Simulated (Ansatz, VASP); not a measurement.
## GaSb in two plane-wave programs

Aim: how closely do two programs agree when they are given the same cell, functional and k mesh? The structure shown is the end of the Ansatz relaxation below.

Calculated with Ansatz 0.2.0; plane waves, with VASP 6.6.1 beside it; single point at PBEsol.

## (1) Starting point

The structure is tetragonal, space group I-4m2 (No. 119). Conventional cell: a = 4.311 Å, b = 4.311 Å, c = 6.173 Å, α = 90.00°, β = 90.00°, γ = 90.00°. Sb has 4 Ga at 2.65 Å nearest. Ga has 4 Sb at 2.65 Å nearest. Farther neighbours are not listed.

## (2) Ansatz: relaxation, PBEsol

Ansatz runs on its PAW soft_1 files.

This run makes the geometry at which the two programs are then compared.

input.yaml reads:

```yaml
crystal:
  lattice:
    - [4.3110982425, 0.0, 0.0]
    - [0.0, 4.3110982425, 0.0]
    - [0.0, 0.0, 6.17321494]
  atoms:
    - { symbol: Sb, position: [0.5, 0.0, 0.75] }
    - { symbol: Sb, position: [0.0, 0.5, 0.25] }
    - { symbol: Ga, position: [0.0, 0.0, 0.0] }
    - { symbol: Ga, position: [0.5, 0.5, 0.5] }
kpoints:
  mp_grid: { grid: [7, 7, 5] }
scf:
  occupations: { method: fermi_dirac, width: 0.02 }
hamiltonian:
  xc: pbesol
  pseudopotentials: { kind: paw, azcp: { folder: soft_1 }, xc_functional: pbe }
basis:
  ecutwfc: 600
output:
  forces: true
  stress: true
relax:
  f_tol: 0.005
  max_steps: 70
  cell: { stress_tol: 0.02, p_target: 0, fix: [c, alpha, beta, gamma] }
```

Launch:

```console
ansatz run input.yaml --threads 4 --pin off --max-ram 10240MiB --backend cpu --events-out ev --progress --plain --runs-dir out
```

Numbers of over 12 decimals in the logs are rounded to 6 here.

Output:

```text
Engine: ansatz 0.2.0, aarch64-unknown-linux-gnu
Pseudopotentials: kind: paw
Pseudopotential: Sb, paw, valence charge 15, recommended cutoff 420 eV (normal), soft_1/Sb.paw.azcp
Pseudopotential: Ga, paw, valence charge 13, recommended cutoff 420 eV (normal), soft_1/Ga.paw.azcp
Functional definition: PBEsol
  exchange = pbesol_x
  correlation = pbesol_c
Crystal: 4 atoms, lattice volume = 114.733 Å³
Basis set: ecut = 600 eV, 3849 PW (Γ), exchange–correlation on 72×72×100 points (8 copies of the dense FFT grid, shifted against one another)
Bands: 34, of which v1, the nominal top of the filled ones, is band 28 counted from 1 (27 counted from 0)
Symmetry: 16 space group operations
Space group: I-4m2 (ITA 119), of the structure as read, at distance tolerance 4.9e-5 Å
k-points: 30 of 245 (time reversal used)
Non-local potential: Sb, projectors of the file, l = 0: 2, l = 1: 2, l = 2: 2, l = 3: 1
Non-local potential: Ga, projectors of the file, l = 0: 2, l = 1: 2, l = 2: 3, l = 3: 1
PAW form: soft (Blöchl's): semilocal exchange-correlation on the pseudo side does not see the compensation charge
PAW frozen core: Sb, regenerated for the run's functional, and the local potential with it (the file was generated under x = pbe(κ = 0.804, μ = 0.219515), c = pbe(β = 0.066725))
PAW frozen core: Ga, regenerated for the run's functional, and the local potential with it (the file was generated under x = pbe(κ = 0.804, μ = 0.219515), c = pbe(β = 0.066725))
PAW one-centre angular grid: Sb, 590 points (default); XC on 64 Gauss nodes
PAW one-centre angular grid: Ga, 590 points (default); XC on 64 Gauss nodes
Initial density: superposition of atomic densities (chi_scale 0.1, normalization cell, long waves kept (reshape's long-wave potential 0.00 eV rms))
Initial wavefunctions: pseudopotential atomic-orbital guess
Functional: x = pbesol(κ = 0.804, μ = 0.123457), c = pbesol(β = 0.046)
SCF iter   1: F=—  HF=-20303.391331 eV  |F-HF|=—  |Δ(HF+E_count)|=         —  Δρ=3.16e-2  dr2=8.16e-1  ethr=3.10e-3  ⟨swp⟩=6.7  Hψ=4632  notcnv=0
preconditioner: auto → Resta (q_TF=auto, 2.421 Å⁻¹)  ε∞=3.2  [insulator: Δε(μ)=0.395 eV  Ē_g=13.991 eV  σ=0.020 eV  W_gap=0.53  n_scr=28 (ndim 8)  ℏωp=20.8 eV  f_vac=0.006  D(μ)=0.23/eV (n_scr^D=0)  ε∞_Penn≈3.2]
SCF iter   2: F=—  HF=-20303.274029 eV  |F-HF|=—  |Δ(HF+E_count)|=   1.17e-1  Δρ=1.81e-2  dr2=2.83e-1  ethr=1.46e-3  ⟨swp⟩=2.0  Hψ=1390  notcnv=0  defer=49
SCF iter   3: F=—  HF=-20303.220469 eV  |F-HF|=—  |Δ(HF+E_count)|=   5.36e-2  Δρ=1.51e-3  dr2=5.03e-3  ethr=5.06e-4  ⟨swp⟩=2.0  Hψ=1231  notcnv=0  defer=49
SCF iter   4: F=—  HF=-20303.223692 eV  |F-HF|=—  |Δ(HF+E_count)|=   3.22e-3  Δρ=7.92e-4  dr2=6.71e-4  ethr=8.99e-6  ⟨swp⟩=2.6  Hψ=1873  notcnv=0  defer=49
SCF iter   5: F=—  HF=-20303.224310 eV  |F-HF|=—  |Δ(HF+E_count)|=   6.18e-4  Δρ=3.98e-4  dr2=1.39e-4  ethr=1.20e-6  ⟨swp⟩=2.0  Hψ=1637  notcnv=0  defer=49
SCF iter   6: F=—  HF=-20303.224229 eV  |F-HF|=—  |Δ(HF+E_count)|=   8.14e-5  Δρ=8.87e-5  dr2=7.99e-6  ethr=2.49e-7  ⟨swp⟩=2.0  Hψ=1512  notcnv=0  defer=49
SCF iter   7: F=—  HF=-20303.224225 eV  |F-HF|=—  |Δ(HF+E_count)|=   3.66e-6  Δρ=3.17e-5  dr2=9.99e-7  ethr=1.43e-8  ⟨swp⟩=2.0  Hψ=1824  notcnv=0  defer=49
SCF iter   8: F=-20303.224226 eV  HF=-20303.224226 eV  |F-HF|=3.33e-8  |Δ(HF+E_count)|=   1.54e-6  Δρ=6.30e-6  dr2=4.38e-8  ethr=1.79e-10  ⟨swp⟩=3.3  Hψ=4348  notcnv=0
SCF 1 converged in 8 iterations: F = -20303.224226 eV  dr2 = 4.38e-8
  greatest PAW one-centre occupation: 0.996 electrons in one spin orbital (limit 2), on the Sb atom at site 1 (counted from 0), in its partial waves of l = 2
relax step   1: F+E_penalty+E_count = -20303.22422646 eV  Δ(F+E_penalty+E_count) = +0.000e0 eV  max|allowed force component| = 4.261e-17 eV/Å  Δτ_max = 0.0000 Å  P = -0.226 GPa  Ω = 114.733 Å³  fix = [c, alpha, beta, gamma]  reactions: c -0.671 GPa  (8 SCF iters, dr2 threshold 1.00e-7 eV, accepted)
Initial density: handed on by an earlier stage of this run
Initial wavefunctions: pseudopotential atomic-orbital guess (no wavefunctions were taken with the density)
iter 1 solved again at ethr=4.51e-7 eV; its pass at ethr=3.10e-3 eV (dr2=2.53e-4 eV) is discarded
SCF iter   1: F=—  HF=-20303.224232 eV  |F-HF|=—  |Δ(HF+E_count)|=         —  Δρ=6.70e-6  dr2=5.31e-8  ethr=4.51e-7  ⟨swp⟩=3.1  Hψ=7008  notcnv=0
eigensolver tolerance schedule: the retry pair's looser diagonalisation over-reported the residual by 4756.35 of it (diagonalisation noise at 2.25 of the residual, at the tolerance the schedule requests for it); recorded, not acted on — ethr = c·dr2/N_el stays at c = 1.0e-1
preconditioner: auto → Resta (q_TF=auto, 2.421 Å⁻¹)  ε∞=3.3  [insulator: Δε(μ)=0.393 eV  Ē_g=13.801 eV  σ=0.020 eV  W_gap=0.55  n_scr=28 (ndim 8)  ℏωp=20.8 eV  f_vac=0.076  D(μ)=0.24/eV (n_scr^D=0)  ε∞_Penn≈3.3]
SCF iter   2: F=—  HF=-20303.224226 eV  |F-HF|=—  |Δ(HF+E_count)|=   5.36e-6  Δρ=3.47e-6  dr2=1.15e-8  ethr=9.48e-11  ⟨swp⟩=3.1  Hψ=2386  notcnv=0
SCF iter   3: F=—  HF=-20303.224226 eV  |F-HF|=—  |Δ(HF+E_count)|=   2.21e-8  Δρ=1.67e-6  dr2=4.42e-9  ethr=2.05e-11  ⟨swp⟩=2.0  Hψ=1530  notcnv=0
SCF iter   4: F=—  HF=-20303.224226 eV  |F-HF|=—  |Δ(HF+E_count)|=   1.23e-8  Δρ=1.08e-6  dr2=1.19e-9  ethr=7.89e-12  ⟨swp⟩=2.0  Hψ=1561  notcnv=0
SCF iter   5: F=—  HF=-20303.224226 eV  |F-HF|=—  |Δ(HF+E_count)|=   1.15e-9  Δρ=2.73e-7  dr2=1.01e-10  ethr=2.12e-12  ⟨swp⟩=2.0  Hψ=1559  notcnv=0
SCF iter   6: F=-20303.224226 eV  HF=-20303.224226 eV  |F-HF|=1.46e-11  |Δ(HF+E_count)|=  6.55e-11  Δρ=4.87e-8  dr2=4.06e-12  ethr=1.00e-12  ⟨swp⟩=5.3  Hψ=5251  notcnv=0
SCF 2 converged in 6 iterations: F = -20303.224226 eV  dr2 = 4.06e-12
relax step   2: F+E_penalty+E_count = -20303.22422649 eV  Δ(F+E_penalty+E_count) = -2.684e-8 eV  max|allowed force component| = 2.938e-17 eV/Å  Δτ_max = 0.0000 Å  P = -0.226 GPa  Ω = 114.733 Å³  fix = [c, alpha, beta, gamma]  reactions: c -0.671 GPa  stress off target by 2.87e-3 GPa on what of the cell is left free  SCF on the basis re-selected at this cell (its energy is not comparable with the rows above)  (6 SCF iters)
basis re-selected at this cell: Δ(F+E_penalty+E_count) = -2.684e-8 eV, ΔP = -0.000 GPa vs the last step (what re-selecting the basis moved, of the pressure what is left beyond the Pulay correction that the steps carried, after the strain that the cell walked since its last selection, with what the two solves' SCF thresholds leave and, on support functions, any second-order correction that the steps lacked; it is no m [...]
SCF converged after 6 iterations
Free energy (F): -20303.224226 eV
Harris-Foulkes:  -20303.224226 eV  (|F-HF|=1.46e-11)
Internal energy: -20303.223917 eV  (E = F + TS)
E sigma→0 (E₀):  -20303.224072 eV
Entropy (-TS):   -0.000309 eV (-0.077 meV/atom)
Fermi energy:    7.679660 eV
--- Per-component energies (eV) ---
  E_band       = -523.953755
  E_kinetic    = 551.111868
  E_local      = -6768.635106  (includes V_loc(G=0)·N_el)
  E_nonlocal   = 599.760756
  E_hartree    = 3459.226398
  E_xc         = -320.615345
  E_vxc        = -291.958633  (∫ρ·V_xc dr)
  E_paw        = -12841.908401  (= ΣΔE_a)
  E_vpaw       = -1532.685327  (= ΣTr[D̂ρ^β])
  E_aug_tail   = 0.000005  (compensation charges beyond the density's cutoff)
  E_ewald      = -4984.553760
  E_core_change = 2.389668  (= ΣΔE_core)
  E_smearing   = -0.000309  (= −TS)
  E_closure    = -0.000000  (closes the sum)
  Σ components = -20303.224226   (vs F -20303.224226, Δ=0.00e0)
--- Forces (eV/Å), atoms counted from 1 ---
  atom   1  Sb     0.00000000    -0.00000000    -0.00000000
  atom   2  Sb     0.00000000    -0.00000000    -0.00000000
  atom   3  Ga    -0.00000000     0.00000000     0.00000000
  atom   4  Ga    -0.00000000     0.00000000     0.00000000
  max |Σ_I F_I| component: 1.05e-16 eV/Å
--- Stress (GPa, compression-positive) ---
       -0.002875       0.000000      -0.000000
        0.000000      -0.002875       0.000000
        0.000000       0.000000      -0.671159
  P = ⅓ Tr σ = -0.2256 GPa (-2.256 kbar)
--- Relaxed structure (1 steps of the walk, 1 accepted, 1 SCFs on fresh bases) ---
  F+E_penalty+E_count = -20303.22422649 eV   max|allowed force component| = 2.938e-17 eV/Å   (the final SCF, on the basis selected at the relaxed cell)
  cell:  # Å, volume = 114.7327 Å³
    - [4.3110982425, 0.0, 0.0]
    - [0.0, 4.3110982425, 0.0]
    - [0.0, 0.0, 6.17321494]
  atoms:
    - { symbol: Sb, position: [0.5, 0.0, 0.75] }
    - { symbol: Sb, position: [0.0, 0.5, 0.25] }
    - { symbol: Ga, position: [0.0, 0.0, 0.0] }
    - { symbol: Ga, position: [0.5, 0.5, 0.5] }
```

Reading the cycles: dr2 is the Hartree energy of the density residual (eV), the measure of convergence; HF is the Harris–Foulkes estimate of the energy, which meets the free energy F at convergence.

## (3) VASP: single point, PBEsol, pair 1

The same cell, functional, mesh and smearing now go to VASP, with its own data sets.

Lines of VASP's logs that name or quote its potential files are left out, and so is its time.

INCAR reads:

```
SYSTEM = GaSb
PREC = Accurate
ENCUT = 500
EDIFF = 1E-06
NELM = 120
ISMEAR = -1
SIGMA = 0.02
LREAL = .FALSE.
ALGO = Normal
GGA = PS
NBANDS = 24
LORBIT = 11
LWAVE = .FALSE.
LCHARG = .FALSE.
ISIF = 2
LASPH = .TRUE.
GGA_COMPAT = .FALSE.
KPAR = 2
```

POSCAR reads:

```
GaSb
1.0
    4.3110982425      0.0000000000      0.0000000000
    0.0000000000      4.3110982425      0.0000000000
    0.0000000000      0.0000000000      6.1732149400
Sb Ga
2 2
Direct
    0.5000000000      0.0000000000      0.7500000000
    0.0000000000      0.5000000000      0.2500000000
    0.0000000000      0.0000000000      0.0000000000
    0.5000000000      0.5000000000      0.5000000000
```

KPOINTS reads:

```
Automatic mesh
0
Gamma
7 7 5
0 0 0
```

Potentials, in the order of the species: Sb and Ga_d (PBE family, release 64).

Launch:

```console
mpirun -np 2 vasp_std
```

Output:

```text
[banner, memory and clock lines left out]
running    2 mpi-ranks, on    1 nodes
 distrk:  each k-point on    1 cores,    2 groups
 distr:  one band on    1 cores,    1 groups

 POSCAR found type information on POSCAR SbGa
 POSCAR found :  2 types and       4 ions
|                                                                             |
|               ----> ADVICE to this user running VASP <----                  |
|                                                                             |
|     You enforced a specific xc type in the INCAR file but a different       |
|     [... a line on the potential file left out ...]
|     I HOPE YOU KNOW WHAT YOU ARE DOING!                                     |
|                                                                             |

 LDA part: xc-table for (Slater+PW92), standard interpolation
 POSCAR, INCAR and KPOINTS ok, starting setup
 FFT: planning ... GRIDC
 FFT: planning ... GRID_SOFT
 FFT: planning ... GRID
 WAVECAR not read
 entering main loop
       N       E                     dE             d eps       ncg     rms          rms(c)
DAV:   1     0.220278194061E+03    0.22028E+03   -0.16465E+04  1440   0.184E+03
DAV:   2     0.573922545554E+01   -0.21454E+03   -0.20955E+03  1608   0.418E+02
DAV:   3    -0.159281901308E+02   -0.21667E+02   -0.21549E+02  1792   0.111E+02
DAV:   4    -0.164796877953E+02   -0.55150E+00   -0.55115E+00  1616   0.200E+01
DAV:   5    -0.164954804979E+02   -0.15793E-01   -0.15791E-01  1832   0.316E+00    0.447E+00
DAV:   6    -0.163480708414E+02    0.14741E+00   -0.21134E-01  2040   0.659E+00    0.258E+00
DAV:   7    -0.162965841929E+02    0.51487E-01   -0.11353E-01  1680   0.257E+00    0.458E-01
DAV:   8    -0.162970421356E+02   -0.45794E-03   -0.17240E-02  1736   0.160E+00    0.111E-01
DAV:   9    -0.162974659336E+02   -0.42380E-03   -0.12673E-03  1672   0.356E-01    0.330E-02
DAV:  10    -0.162975302693E+02   -0.64336E-04   -0.18979E-04  1800   0.168E-01    0.118E-02
DAV:  11    -0.162975441252E+02   -0.13856E-04   -0.31363E-05  1984   0.379E-02    0.420E-03
DAV:  12    -0.162975459560E+02   -0.18308E-05   -0.36510E-06  1520   0.136E-02    0.181E-03
DAV:  13    -0.162975459856E+02   -0.29608E-07   -0.22124E-07  1016   0.443E-03
   1 F= -.16297546E+02 E0= -.16297388E+02  d E =-.315134E-03
```

Parts of OUTCAR (step 3):

```text
ion  position               nearest neighbor table
   1  0.500  0.000  0.750-   3 2.65   4 2.65   4 2.65   3 2.65
   2  0.000  0.500  0.250-   3 2.65   4 2.65   3 2.65   4 2.65
   3  0.000  0.000  0.000-   1 2.65   2 2.65   2 2.65   1 2.65
   4  0.500  0.500  0.500-   1 2.65   2 2.65   1 2.65   2 2.65

  LATTYP: Found a simple tetragonal cell.
 ALAT       =     4.3110982425
 C/A-ratio  =     1.4319355748

 Subroutine GETGRP returns: Found  8 space group operations
 (whereof  8 operations were pure point group operations)

The static configuration has the point symmetry D_2d.

 Found     30 irreducible k-points:

   k-points           NKPTS =     30   k-points in BZ     NKDIM =     30   number of bands    NBANDS=     24

   dimension x,y,z NGX =    32 NGY =   32 NGZ =   48
   dimension x,y,z NGXF=    64 NGYF=   64 NGZF=   96

   ENCUT  =  500.0 eV  36.75 Ry    6.06 a.u.   7.86  7.86 11.26*2*pi/ulx,y,z

   NELECT =      36.0000    total number of electrons

 k-points in reciprocal lattice and weights: Automatic mesh
   0.00000000  0.00000000  0.00000000       0.004
   0.14285714  0.00000000  0.00000000       0.016
   0.28571429  0.00000000  0.00000000       0.016
   0.42857143  0.00000000  0.00000000       0.016
   0.14285714  0.14285714  0.00000000       0.016
   0.28571429  0.14285714  0.00000000       0.033
   0.42857143  0.14285714  0.00000000       0.033
   0.28571429  0.28571429  0.00000000       0.016
   0.42857143  0.28571429  0.00000000       0.033
[...]
0.42857143  0.28571429  0.40000000       0.065
   0.42857143  0.42857143  0.40000000       0.033

 average (electrostatic) potential at core
       1 -87.5087       2 -87.5087       3 -65.5636       4 -65.5636

 E-fermi :   4.7400

 k-point     1 :       0.0000    0.0000    0.0000
  band No.  band energies     occupation
    ...
     15       2.1807      2.00000
     16       4.6608      1.96251
     17       4.6858      1.87541
     18       4.7350      1.12294
     19       4.7350      1.12294
     20       5.6155      0.00000
     21       5.9244      0.00000
     22       7.4575      0.00000
     23       7.4575      0.00000
     24       7.4932      0.00000

 k-point     2 :       0.1429    0.0000    0.0000
  band No.  band energies     occupation
    ...
     14       1.5807      2.00000
     15       2.3096      2.00000
     16       2.9005      2.00000
     17       4.1175      2.00000
     18       4.6490      1.97905
     19       5.8713      0.00000
     20       5.8945      0.00000
     21       6.9462      0.00000
     22       7.5884      0.00000
     23       7.6018      0.00000
    ...

 k-point     3 :       0.2857    0.0000    0.0000
  band No.  band energies     occupation
    ...
     14       0.9895      2.00000
     15       1.1645      2.00000
     16       2.6782      2.00000
     17       2.9851      2.00000
     18       4.3539      2.00000
     19       6.2021      0.00000
     20       6.4132      0.00000
     21       8.0435      0.00000
     22       8.0721      0.00000
     23       9.2166      0.00000
    ...

  Total        0.0465549      0.0465549     -0.4352245      0.0000000      0.0000000      0.0000000
  in kB        0.6501133      0.6501133     -6.0776642      0.0000000      0.0000000      0.0000000
  external PRESSURE =      -1.5924792 kB  Pullay stress =       0.0000000 kB

  energy-cutoff  :      500.00
  volume of cell :      114.73
      direct lattice vectors                 reciprocal lattice vectors
     4.311098242  0.000000000  0.000000000     0.231959455  0.000000000  0.000000000
     0.000000000  4.311098242  0.000000000     0.000000000  0.231959455  0.000000000
     0.000000000  0.000000000  6.173214940     0.000000000  0.000000000  0.161990148

 POSITION                                       TOTAL-FORCE (eV/Angst)
 -----------------------------------------------------------------------------------
      2.15555      0.00000      4.62991         0.000000      0.000000     -0.000000
      0.00000      2.15555      1.54330         0.000000      0.000000     -0.000000
      0.00000      0.00000      0.00000         0.000000      0.000000     -0.000000
      2.15555      2.15555      3.08661        -0.000000     -0.000000      0.000000
 -----------------------------------------------------------------------------------
    total drift:                                0.000000      0.000000     -0.000000

  FREE ENERGIE OF THE ION-ELECTRON SYSTEM (eV)
  ---------------------------------------------------
  free  energy   TOTEN  =       -16.2975459856 eV

  energy  without entropy=      -16.2972308511  energy(sigma->0) =      -16.29738842

 total charge
# of ion       s       p       d       tot
------------------------------------------
    1        1.132   1.333   0.027   2.493
    2        1.132   1.333   0.027   2.493
    3        0.911   0.762   9.962  11.636
    4        0.911   0.762   9.962  11.636
--------------------------------------------------
tot          4.086   4.191  19.979  28.257

[... 3 further parts left out ...]
```

The k-mesh is coarse for a metal.

The run ends at a pressure of -0.16 GPa.

## (4) Side by side

Known differences besides the potentials themselves: the data sets hold 56 valence electrons in Ansatz (on its PAW soft_1 files) and 36 in VASP; the cutoff is 600 eV in Ansatz and 500 eV in VASP; Ansatz makes its cores anew for this functional, VASP keeps those of its PBE data sets; Ansatz's pressure holds a Pulay correction, VASP's none. Total energies have different zeros and are not compared.

The two programs side by side:

```tsv
quantity	Ansatz	VASP	difference
pressure (GPa)	-0.23	-0.16	-0.07
```

## (5) Ansatz: relaxation, PBEsol

This run makes the geometry at which the two programs are then compared. The cell compared in this pair holds 113.49 Å³, against 114.73 Å³ for the pair before.

The structure compared here is the end of the Ansatz relaxation.

input.yaml, as its differences from that of step 2:

```diff
@@ -2,5 +2,5 @@
   lattice:
-    - [4.3110982425, 0.0, 0.0]
-    - [0.0, 4.3110982425, 0.0]
-    - [0.0, 0.0, 6.17321494]
+    - [4.343512515, 0.0, 0.0]
+    - [0.0, 4.343512515, 0.0]
+    - [0.0, 0.0, 5.98985212]
   atoms:
```

Launch:

```console
ansatz run input.yaml --threads 4 --pin off --max-ram 10240MiB --backend cpu --events-out ev --progress --plain --runs-dir out
```

Output:

```text
[...]
Crystal: 4 atoms, lattice volume = 113.005 Å³
Basis set: ecut = 600 eV, 3783 PW (Γ), exchange–correlation on 72×72×96 points (8 copies of the dense FFT grid, shifted against one another)
Bands: 34, of which v1, the nominal top of the filled ones, is band 28 counted from 1 (27 counted from 0)
Symmetry: 16 space group operations
[...]
k-points: 30 of 245 (time reversal used)
[...]
0.000000       0.000000       0.978968
  P = ⅓ Tr σ = 0.3267 GPa (3.267 kbar)
--- Relaxed structure (3 steps of the walk, 3 accepted, 1 SCFs on fresh bases) ---
[...]
cell:  # Å, volume = 113.4885 Å³
    - [4.352792, 0.0, 0]
    - [0.0, 4.352792, 0]
    - [0, 0, 5.98985212]
  atoms:
    - { symbol: Sb, position: [0.5, 0, 0.75] }
    - { symbol: Sb, position: [0, 0.5, 0.25] }
    - { symbol: Ga, position: [0, 0, 0] }
    - { symbol: Ga, position: [0.5, 0.5, 0.5] }
[key lines of the parts left out:]
SCF converged after 7 iterations
Free energy (F): -20303.220708 eV
Fermi energy:    7.864601 eV
```

[end of part 1 of 2]

[Lines on the potential files, build, host, timing and source positions are cut from VASP's logs without a mark.]

[Logs are printed without paths, hosts, clocks, repeated set-up lines and the standing remarks that a program may print on its own settings, such as how far it seeks lower states.]

[Hosts, paths, dates, database ids (printed as entryN), source tags and the programs' standing remarks are cut or masked in the printed files.]
